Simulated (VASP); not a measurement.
# Co in VASP: further runs

The runs below take Co through relaxation of the atoms, with PBE, PBEsol, LDA.

Program: VASP 6.6.1. These are calculated values, not measurements. Logs are shortened: lines on timing, memory, paths and dates and some standing lists are left out, and cuts for length are marked.

## (1) The slab as given

The cell holds a slab with vacuum, 10 atoms: a = 2.507 Å, b = 4.069 Å, c = 21.408 Å, α = 90.00°, β = 90.00°, γ = 90.00°.

The slab is cut from a database's or a generator's crystal, which needn't be the stable form of the element.

## (2) Relaxation of the atoms, PBE, collinear spin, ferromagnetic start

Contents of INCAR:

```
SYSTEM = Co
PREC = Accurate
ENCUT = 400
EDIFF = 1E-6
ISMEAR = -1
SIGMA = 0.05
LREAL = .FALSE.
LASPH = .TRUE.
NELM = 150
ALGO = Normal
ISIF = 2
LWAVE = .FALSE.
LCHARG = .FALSE.
ISPIN = 2
MAGMOM = 2 2 2 2 2 2 2 2 2 2
LORBIT = 11
LMAXMIX = 4
GGA = PE
IBRION = 2
NSW = 60
EDIFFG = -0.005
```

Contents of KPOINTS:

```
Automatic mesh
0
G
  8 5 1
  0 0 0
```

Contents of POSCAR:

```
Co
1.0
    2.5070000000      0.0000000000      0.0000000000
    0.0000000000      4.0690000000      0.0000000000
    0.0000000000      0.0000000000     21.4082113116
Co
10
Direct
    0.0000000000      0.0000000000      0.2802662919
    0.5000000000      0.5000000000      0.3140714777
    0.5000000000      0.0000000000      0.3816818495
    0.0000000000      0.5000000000      0.4154870353
    0.0000000000      0.0000000000      0.4830974071
    0.5000000000      0.5000000000      0.5169025929
    0.5000000000      0.0000000000      0.5845129647
    0.0000000000      0.5000000000      0.6183181505
    0.0000000000      0.0000000000      0.6859285223
    0.5000000000      0.5000000000      0.7197337081
```

Potentials or basis: VASP PAW PBE potentials, release 64 (Co).

Launch:

```
> cat potpaw_PBE.64/Co/POTCAR > POTCAR
> mpirun -np 1 vasp_std > vasp.out
```

OUTCAR:

```text
SYSTEM = Co
   PREC = Accurate
   ENCUT = 400
   EDIFF = 1E-6
   ISMEAR = -1
   LREAL = .FALSE.
   LASPH = .TRUE.
   NELM = 150
   ISIF = 2
   ISPIN = 2
   LORBIT = 11
   GGA = PE
   IBRION = 2
   NSW = 60
   EDIFFG = -0.005

 ion  position               nearest neighbor table
   1  0.000  0.000  0.280-   2 2.50   2 2.50   2 2.50   2 2.50   3 2.51   3 2.51
   2  0.500  0.500  0.314-   1 2.50   1 2.50   1 2.50   1 2.50   3 2.50   3 2.50   4 2.51   4 2.51

   3  0.500  0.000  0.382-   4 2.50   4 2.50   4 2.50   4 2.50   2 2.50   2 2.50   1 2.51   1 2.51
                             5 2.51   5 2.51
   4  0.000  0.500  0.415-   3 2.50   3 2.50   3 2.50   3 2.50   5 2.50   5 2.50   6 2.51   6 2.51
                             2 2.51   2 2.51
   5  0.000  0.000  0.483-   6 2.50   6 2.50   6 2.50   6 2.50   4 2.50   4 2.50   3 2.51   3 2.51
                             7 2.51   7 2.51
   6  0.500  0.500  0.517-   5 2.50   5 2.50   5 2.50   5 2.50   7 2.50   7 2.50   4 2.51   4 2.51
                             8 2.51   8 2.51
   7  0.500  0.000  0.585-   8 2.50   8 2.50   8 2.50   8 2.50   6 2.50   6 2.50   5 2.51   5 2.51
                             9 2.51   9 2.51
   8  0.000  0.500  0.618-   7 2.50   7 2.50   7 2.50   7 2.50   9 2.50   9 2.50   6 2.51   6 2.51
                            10 2.51  10 2.51
   9  0.000  0.000  0.686-  10 2.50  10 2.50  10 2.50  10 2.50   8 2.50   8 2.50   7 2.51   7 2.51

  10  0.500  0.500  0.720-   9 2.50   9 2.50   9 2.50   9 2.50   8 2.51   8 2.51

  LATTYP: Found a simple orthorhombic cell.
 ALAT       =     2.5070000000
 B/A-ratio  =     1.6230554448
 C/A-ratio  =     8.5393742767

  Lattice vectors:

 A1 = (   2.5070000000,   0.0000000000,   0.0000000000)
 A2 = (   0.0000000000,   4.0690000000,   0.0000000000)
 A3 = (   0.0000000000,   0.0000000000,  21.4082113116)

Analysis of symmetry for initial positions (statically):
=====================================================================
 Subroutine PRICEL returns:
 Original cell was already a primitive cell.

 Routine SETGRP: Setting up the symmetry group for a
 simple orthorhombic supercell.

 Subroutine GETGRP returns: Found  8 space group operations
 (whereof  4 operations were pure point group operations)
 out of a pool of  8 trial point group operations.

The static configuration has the point symmetry C_2v.
 The point group associated with its full space group is D_2h.

Analysis of symmetry for dynamics (positions and initial velocities):
=====================================================================
 Subroutine PRICEL returns:
 Original cell was already a primitive cell.

 Routine SETGRP: Setting up the symmetry group for a
 simple orthorhombic supercell.

 Subroutine GETGRP returns: Found  8 space group operations
 (whereof  4 operations were pure point group operations)
 out of a pool of  8 trial point group operations.

The dynamic configuration has the point symmetry C_2v.
 The point group associated with its full space group is D_2h.

Analysis of structural, dynamic, and magnetic symmetry:
=====================================================================
 Subroutine PRICEL returns:
 Original cell was already a primitive cell.

 Routine SETGRP: Setting up the symmetry group for a
 simple orthorhombic supercell.

 Subroutine GETGRP returns: Found  8 space group operations
 (whereof  4 operations were pure point group operations)
 out of a pool of  8 trial point group operations.

The overall configuration has the point symmetry C_2v.
 The point group associated with its full space group is D_2h.

 Subroutine INISYM returns: Found  8 space group operations
 (whereof  4 operations are pure point group operations),
 and found     1 'primitive' translations

----------------------------------------------------------------------------------------

                                     Primitive cell

  volume of cell :     218.3848

  direct lattice vectors                    reciprocal lattice vectors
[... 44 lines left out ...]
  -------------------------------------------------------------------------------------
  Total       -6.0342818     -7.2096337     -4.1585631      0.0000000      0.0000000      0.0000000
  in kB      -44.2704326    -52.8933866    -30.5092458      0.0000000      0.0000000      0.0000000
  external PRESSURE =     -42.5576883 kB  Pullay stress =       0.0000000 kB
[... 113 lines left out ...]
  FREE ENERGIE OF THE ION-ELECTRON SYSTEM (eV)
  ---------------------------------------------------
  free  energy   TOTEN  =       -67.4891285829 eV

  energy  without entropy=      -67.4085544155  energy(sigma->0) =      -67.44884150

[... ionic steps 4 to 12 ...]

--------------------------------------- Ionic step       13  -------------------------------------------

 number of electron      90.0000160 magnetization      16.8778707

------------------------ aborting loop because EDIFF is reached ----------------------------------------
[... 83 lines left out ...]
--------------------------------------- Ionic step       15  -------------------------------------------

 number of electron      90.0000161 magnetization      16.8782816

 Free energy of the ion-electron system (eV)
  ---------------------------------------------------
  ext. energy  EPLUGINS =         0.00000000
  ---------------------------------------------------
  free energy    TOTEN  =       -67.51805056 eV

  energy without entropy =      -67.43705603  energy(sigma->0) =      -67.47755329

 E-fermi :   2.8514     XC(G=0):  -7.5926

 val. band max:        2.8439889375   @ k =   0.2500   0.4000   0.0000
 cond. band min:       2.8574525304   @ k =   0.1250   0.2000   0.0000
 fundamental gap:      0.0134635929
 Fermi energy:         2.8513515730

 spin component 1

 k-point     1 :       0.0000    0.0000    0.0000
  band No.  band energies     occupation
      1      -5.7988      1.00000
      2      -5.0045      1.00000
      3      -3.7584      1.00000
      4      -2.6196      1.00000
      5      -2.1483      1.00000
      6      -2.1082      1.00000
[... 889 lines left out ...]
     56       4.6511      0.00000
     57       5.4275      0.00000
 Fermi energy:         2.8513515730

 spin component 2

 k-point     1 :       0.0000    0.0000    0.0000
  band No.  band energies     occupation
      1      -5.7962      1.00000
      2      -4.9850      1.00000
      3      -3.6764      1.00000
      4      -2.2718      1.00000
      5      -1.3422      1.00000
      6      -1.1622      1.00000
[... 889 lines left out ...]
     56       5.6260      0.00000
     57       6.0664      0.00000
 [bands above 57 left out]

------------------------ aborting loop because EDIFF is reached ----------------------------------------

  FORCE on cell =-STRESS in cart. coord.  units (eV):
  Direction    XX          YY          ZZ          XY          YZ          ZX
  --------------------------------------------------------------------------------------
  -------------------------------------------------------------------------------------
  Total       -3.7605751     -5.0689326     -0.3531453      0.0000000      0.0000000      0.0000000
  in kB      -27.5894118    -37.1881602     -2.5908459      0.0000000      0.0000000      0.0000000
  external PRESSURE =     -22.4561393 kB  Pullay stress =       0.0000000 kB
[... 25 lines left out ...]
  FREE ENERGIE OF THE ION-ELECTRON SYSTEM (eV)
  ---------------------------------------------------
  free  energy   TOTEN  =       -67.5180505565 eV

  energy  without entropy=      -67.4370560321  energy(sigma->0) =      -67.47755329

 reached required accuracy - stopping structural energy minimisation

 total charge

# of ion       s       p       d       tot
------------------------------------------
    1        0.486   0.380   7.230   8.096
    2        0.485   0.446   7.234   8.165
    3        0.491   0.525   7.259   8.275
    4        0.483   0.512   7.254   8.249
    5        0.485   0.514   7.252   8.252
    6        0.485   0.514   7.252   8.252
    7        0.483   0.512   7.254   8.249
    8        0.491   0.525   7.259   8.275
    9        0.485   0.446   7.234   8.165
   10        0.486   0.380   7.230   8.096
--------------------------------------------------
tot          4.861   4.755  72.460  82.076

 magnetization (x)

# of ion       s       p       d       tot
------------------------------------------
    1       -0.005  -0.035   1.857   1.817
    2       -0.013  -0.046   1.764   1.705
    3       -0.015  -0.053   1.742   1.674
    4       -0.012  -0.054   1.736   1.669
    5       -0.014  -0.052   1.714   1.648
    6       -0.014  -0.052   1.714   1.648
    7       -0.012  -0.054   1.736   1.669
    8       -0.015  -0.053   1.742   1.674
    9       -0.013  -0.046   1.764   1.705
   10       -0.005  -0.035   1.857   1.817
--------------------------------------------------
tot         -0.117  -0.481  17.626  17.027
```

Run time: 42 min. Hardware: 1 thread of Intel Xeon 6975P-C (Granite Rapids), shared host; peak memory 0.4 GiB.

Results:

| Quantity | Value |
| --- | --- |
| Free energy | -67.5181 eV |
| Energy gained by relaxing | 9.5 meV/atom |
| Ionic steps | 15 |
| Band gap on the k mesh | none (metal or under the smearing width) |
| Net moment | 16.88 μB per cell |
| Site moments | Co +1.82, +1.71, +1.67, +1.65 μB |
| Valence electrons inside the program's atomic spheres | Co 8.10, 8.16, 8.28, 8.25 |

Forces on the atoms (eV/Å):
```
Co   0.000  0.000 -0.002
Co   0.000  0.000 -0.003
Co   0.000  0.000  0.000
Co   0.000  0.000  0.001
Co   0.000  0.000  0.000
Co   0.000  0.000  0.000
Co   0.000  0.000 -0.001
Co   0.000  0.000  0.000
Co   0.000  0.000  0.003
Co   0.000  0.000  0.002
```

The path:
```
step  energy change (eV)  largest force (eV/Å)  pressure (GPa)
   1              0.0000                0.6687           -4.26
   2             -0.0430                0.4551           -3.93
   3             -0.0656                0.2690           -3.41
   4             -0.0747                0.1868           -3.28
   5             -0.0814                0.1630           -3.05
   6             -0.0874                0.0898           -2.89
   7             -0.0926                0.0595           -2.58
   8             -0.0927                0.0697           -2.52
   9             -0.0941                0.0285           -2.35
  10             -0.0943                0.0387           -2.28
  11             -0.0944                0.0095           -2.24
  12             -0.0945                0.0099           -2.24
  13             -0.0945                0.0062           -2.25
  14             -0.0945                0.0052           -2.25
  15             -0.0945                0.0026           -2.25
```

Final structure:
```yaml
crystal:
  lattice:
    - [2.50700, 0.00000, 0.00000]
    - [0.00000, 4.06900, 0.00000]
    - [0.00000, 0.00000, 21.40821]
  atoms:
    - { symbol: Co, position: [0.00000, 0.00000, 0.28766] }
    - { symbol: Co, position: [0.50000, 0.50000, 0.31510] }
    - { symbol: Co, position: [0.50000, 0.00000, 0.38374] }
    - { symbol: Co, position: [0.00000, 0.50000, 0.41549] }
    - { symbol: Co, position: [0.00000, 0.00000, 0.48424] }
    - { symbol: Co, position: [0.50000, 0.50000, 0.51576] }
    - { symbol: Co, position: [0.50000, 0.00000, 0.58451] }
    - { symbol: Co, position: [0.00000, 0.50000, 0.61626] }
    - { symbol: Co, position: [0.00000, 0.00000, 0.68490] }
    - { symbol: Co, position: [0.50000, 0.50000, 0.71234] }
```

## (3) Relaxation of the atoms, PBEsol, collinear spin, ferromagnetic start

Contents of INCAR:

```
  ALGO = Normal
  EDIFF = 1E-6
  EDIFFG = -0.01
  ENCUT = 400
  GGA = PS
  IBRION = 2
  ISIF = 2
  ISMEAR = -1
  ISPIN = 2
  LASPH = True
  LCHARG = False
  LMAXMIX = 4
  LORBIT = 11
  LREAL = False
  LWAVE = False
  MAGMOM = 2 2 2 2 2 2 2 2 2 2
  NELM = 100
  NSW = 60
  PREC = Accurate
  SIGMA = 0.05
```

Contents of KPOINTS:

```
k-points
0
Gamma
  8 5 1
```

POSCAR is that of step 2.

Potentials or basis: VASP PAW PBE potentials, release 64 (Co).

Launch:

```
> cat potpaw_PBE.64/Co/POTCAR > POTCAR
> mpirun -np 1 vasp_std > vasp.out
```

Wall time 33 min (1 thread of Intel Xeon 6975P-C (Granite Rapids), shared host); peak memory 0.41 GiB.

Results (log left out):

```
Free energy                                           : -73.8942 eV
Energy gained by relaxing                             : 31.5 meV/atom
Ionic steps                                           : 10
Largest force after relaxing                          : 0.010 eV/Å
Band gap on the k mesh                                : none (metal or under the smearing width)
Net moment                                            : 16.66 μB per cell
Site moments                                          : Co +1.80, +1.67, +1.65, +1.63, +1.61 μB
Valence electrons inside the program's atomic spheres : Co 8.13, 8.20, 8.33, 8.30
```

Forces in eV/Å, atoms in the order of the input:
```
Co   0.000  0.000  0.000
Co   0.000  0.000  0.004
Co   0.000  0.000 -0.010
Co   0.000  0.000  0.007
Co   0.000  0.000  0.006
Co   0.000  0.000 -0.006
Co   0.000  0.000 -0.007
Co   0.000  0.000  0.010
Co   0.000  0.000 -0.004
Co   0.000  0.000  0.000
```

Step by step:
```
step  energy change (eV)  largest force (eV/Å)  pressure (GPa)
   1              0.0000                1.0741           -8.79
   2             -0.1023                0.7801           -8.18
   3             -0.1711                0.6233           -6.95
   4             -0.2171                0.4697           -6.54
   5             -0.2722                0.4511           -5.36
   6             -0.3089                0.1335           -4.84
   7             -0.3129                0.0880           -4.58
   8             -0.3145                0.0358           -4.43
   9             -0.3145                0.0492           -4.38
  10             -0.3150                0.0100           -4.35
```

Final structure:
```xyz
10
Lattice="2.5070 0.0000 0.0000 0.0000 4.0690 0.0000 0.0000 0.0000 21.4082" Properties=species:S:1:pos:R:3 pbc="T T T"
Co    0.0000    0.0000    6.3017
Co    1.2535    2.0345    6.8357
Co    1.2535    0.0000    8.3012
Co    0.0000    2.0345    8.9218
Co    0.0000    0.0000   10.3941
Co    1.2535    2.0345   11.0141
Co    1.2535    0.0000   12.4864
Co    0.0000    2.0345   13.1070
Co    0.0000    0.0000   14.5725
Co    1.2535    2.0345   15.1065
```

Levels at points of the mesh, in eV from the Fermi level:
Spin up:
```tsv
k point	band 51	band 52	band 53	band 54	band 55	band 56
(0.00, 0.00, 0.00)	-0.64	-0.62	-0.54	-0.54	-0.39	0.28
(0.50, 0.00, 0.00)	0.93	0.93	1.13	1.13	2.05	2.05
```
Spin down:
```tsv
k point	band 34	band 35	band 36	band 37	band 38	band 39
(0.00, 0.00, 0.00)	-0.54	-0.48	-0.40	-0.38	-0.33	-0.25
(0.50, 0.00, 0.00)	-0.63	0.26	0.26	0.30	0.30	0.73
```

Caveat: the PAW data sets were made with another functional, which shifts forces and pressure a little.

## (4) Relaxation of the atoms, LDA, collinear spin, ferromagnetic start

Contents of INCAR:

```
SYSTEM = Co
  PREC = Accurate
  ENCUT = 400
  EDIFF = 1E-6
  ISMEAR = -1
  SIGMA = 0.05
  LREAL = .FALSE.
  LASPH = .TRUE.
  NELM = 100
  ALGO = Fast
  ISIF = 2
  LWAVE = .FALSE.
  LCHARG = .FALSE.
  ISPIN = 2
  MAGMOM = 2 2 2 2 2 2 2 2 2 2
  LORBIT = 11
  LMAXMIX = 4
  GGA = CA
  IBRION = 2
  NSW = 40
  EDIFFG = -0.01
```

Contents of KPOINTS:

```
Automatic mesh
0
G
  8 5 1
  0 0 0
```

POSCAR is that of step 3.

Potentials or basis: VASP PAW LDA potentials, release 64 (Co).

Launch:

```
> cat potpaw_LDA.64/Co/POTCAR > POTCAR
> mpirun -np 1 vasp_std > vasp.out
```

Wall time 72 min (1 thread of Intel Xeon Platinum 8259CL at 2.50GHz (Skylake/Cascade Lake), shared host); peak memory 0.34 GiB.

The run converged. Its results:

```yaml
Free_energy: -77.2615 eV
Energy_gained_by_relaxing: 62.8 meV/atom
Ionic_steps: 12
Largest_force_after_relaxing: 0.006 eV/Å
Band_gap_on_the_k_mesh: none (metal or under the smearing width)
Net_moment: 16.14 μB per cell
Site_moments: Co +1.73, +1.61, +1.59, +1.57, +1.53 μB
Valence_electrons_inside_the_program's_atomic_spheres: Co 8.18, 8.24, 8.39, 8.36
```

Forces in eV/Å, atoms in the order of the input:
```
Co   0.000  0.000 -0.006
Co   0.000  0.000  0.002
Co   0.000  0.000  0.006
Co   0.000  0.000 -0.006
Co   0.000  0.000 -0.003
Co   0.000  0.000  0.003
Co   0.000  0.000  0.006
Co   0.000  0.000 -0.006
Co   0.000  0.000 -0.002
Co   0.000  0.000  0.006
```

The path:
```
step  energy change (eV)  largest force (eV/Å)  pressure (GPa)
   1              0.0000                1.4156          -12.53
   2             -0.1801                1.0685          -11.72
   3             -0.3271                0.9657           -9.68
   4             -0.4386                0.7220           -9.00
   5             -0.5665                0.6832           -6.65
   6             -0.6231                0.0992           -5.71
   7             -0.6235                0.1110           -5.81
   8             -0.6269                0.0561           -5.87
   9             -0.6275                0.0797           -5.90
  10             -0.6282                0.0328           -6.04
  11             -0.6283                0.0141           -6.00
  12             -0.6283                0.0062           -5.99
```

Final structure:
```
CELL_PARAMETERS angstrom
2.50700 0.00000 0.00000
0.00000 4.06900 0.00000
0.00000 0.00000 21.40821
ATOMIC_POSITIONS crystal
Co 0.00000 0.00000 0.29963
Co 0.50000 0.50000 0.32248
Co 0.50000 0.00000 0.39074
Co 0.00000 0.50000 0.41784
Co 0.00000 0.00000 0.48645
Co 0.50000 0.50000 0.51355
Co 0.50000 0.00000 0.58216
Co 0.00000 0.50000 0.60926
Co 0.00000 0.00000 0.67752
Co 0.50000 0.50000 0.70037
```

Levels at points of the mesh, in eV from the Fermi level:
Spin up:
| k point | band 51 | band 52 | band 53 | band 54 | band 55 | band 56 |
| --- | --- | --- | --- | --- | --- | --- |
| (0.00, 0.00, 0.00) | -0.37 | -0.36 | -0.34 | -0.34 | -0.22 | 0.29 |
| (0.50, 0.00, 0.00) | 1.08 | 1.08 | 1.30 | 1.30 | 2.21 | 2.21 |
Spin down:
| k point | band 33 | band 34 | band 35 | band 36 | band 37 | band 38 | band 39 | band 40 |
| --- | --- | --- | --- | --- | --- | --- | --- | --- |
| (0.00, 0.00, 0.00) | -0.58 | -0.55 | -0.51 | -0.47 | -0.47 | -0.37 | -0.22 | -0.07 |
| (0.50, 0.00, 0.00) | -0.66 | -0.66 | 0.13 | 0.13 | 0.23 | 0.23 | 0.69 | 0.69 |

## (5) The runs side by side

```tsv
level	potentials or basis	gap on the mesh (eV)	moment (μB)	largest force (eV/Å)
PBE	VASP PAW PBE potentials, release 64 (Co)	none	16.88	-
PBEsol	VASP PAW PBE potentials, release 64 (Co)	none	16.66	0.01
LDA	VASP PAW LDA potentials, release 64 (Co)	none	16.14	0.01
```

Alike in all rows: task relaxation of the atoms; spin collinear, ferromagnetic start; cell atoms relaxed; k mesh 8 × 5 × 1; cutoff (eV) 400; smearing fermi-dirac 0.05 eV.

Caveats: the PAW data sets were made with another functional, which shifts forces and pressure a little (some runs).

Absolute energies hang on the potentials; compare differences alone.
